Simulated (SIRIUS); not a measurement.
**BN under changes of volume**

One of the cells (9.328 Å³/atom); the others are scaled copies at fixed shape and fractional positions:

```xyz
2
Lattice="1.2594 0.7271 3.3953 -1.2594 0.7271 3.3953 0.0000 -1.4542 3.3953" Properties=species:S:1:pos:R:3 pbc="T T T"
N     0.0000    0.0000    6.7964
B     0.0000    0.0000    0.0033
```

The cell is a database's computed one.

```yaml
Program: SIRIUS 7.12.0
Functional: PBEsol
Potentials_or_basis: all-electron FP-LAPW
Cutoff: 427 eV
Basis: apw+lo standard
k_mesh: 12 × 12 × 12
Occupations: fermi-dirac, width 0.05 eV
Spin: no spin polarisation
```

```tsv
volume (Å³/atom)	energy over the lowest point (meV/atom)	gap on the mesh (eV)
8.596	27.68	4.25
8.779	11.40	4.23
8.962	?	?
9.328	0.00	4.16
9.510	6.91	4.14
9.693	18.37	4.11
```

Q: What does the run at 8.962 Å³/atom give?

A: Energy over the lowest point 1.75 meV/atom; gap on the mesh 4.21 eV.

Worked out: A Birch-Murnaghan fit of order 3 (a polynomial in V^(-2/3)) to the other rows has its minimum at 9.17 Å³/atom with B0 = V·E''(V) = 239 GPa and B' = 3.6 at fixed shape and positions, which overstates the stiffness. It gives 1.74 meV/atom at 8.962 Å³/atom, against the run's 1.75. A straight line through the other rows of the gap, of slope -1.15 eV per unit of ln V, gives 4.20 eV, against the run's 4.21.

Energies are extrapolated to zero smearing.

A mesh can miss the band edges.
